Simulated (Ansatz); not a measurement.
Runs of Ansatz 0.2.0 on Zn. It takes space group P6_3/mmc (No. 194, hexagonal). Conventional cell: a = 2.670 Å, b = 2.670 Å, c = 4.966 Å, α = 90.00°, β = 90.00°, γ = 120.00°. Zn (site symmetry -6m2) has 12 Zn at 2.67 to 2.92 Å as nearest neighbours. 

```tsv
task	level	cell	cutoff (eV)	points for each segment of the path	gap on the mesh (eV)	pressure (GPa)	relaxed volume (Å³/atom)
single point	r2SCAN50	as given	500	-	none	-1.7	-
relaxation of cell and atoms	B3LYP	relaxed	420	-	none	0.0	16.31
single point	HF	as given	420	-	none	12.3	-
band structure	HSE06	as given	420	4	none	(a)	-
single point	PBE0	as given	420	-	none	(c)	-
single point	PBEsol0	as given	420	-	none	-4.3	-
single point	B3LYP	as given	420	-	none	3.3	-
relaxation of cell and atoms	HF	relaxed	420	-	none	0.0	18.30
relaxation of cell and atoms	HSEsol	relaxed	420	-	none	0.0	14.69
band structure	HSE03	as given	420	4	none	0.0	-
single point	r2SCAN0	as given	500	-	none	(b)	-
relaxation of cell and atoms	HSE03	relaxed	420	-	none	0.0	15.42
```

Alike in all rows: potentials or basis Ansatz PAW; no spin polarisation; k mesh 6 × 6 × 3; smearing fermi-dirac 0.05 eV; the mesh is coarse, so values aren't converged.

Q: Estimate the missing entries.

A: (a) -0.4; (b) -3.2; (c) -0.8.

Caveats: all runs use coarse meshes; the PAW data sets come from PBE, with cores solved anew for the run's functional, which leaves a small shift of forces and pressure; the thresholds are loose for stress (some runs); the plane-wave basis is chosen anew once the cell has moved, so the energies of steps on either side of that aren't comparable (some runs); the volume moved by over 15 % at a fixed basis, so the end points are rough (some runs); the volume moved by +19 % from the deposited cell, more than functionals usually miss (some runs).

A gap of «none» marks a metal or a gap under the smearing width.
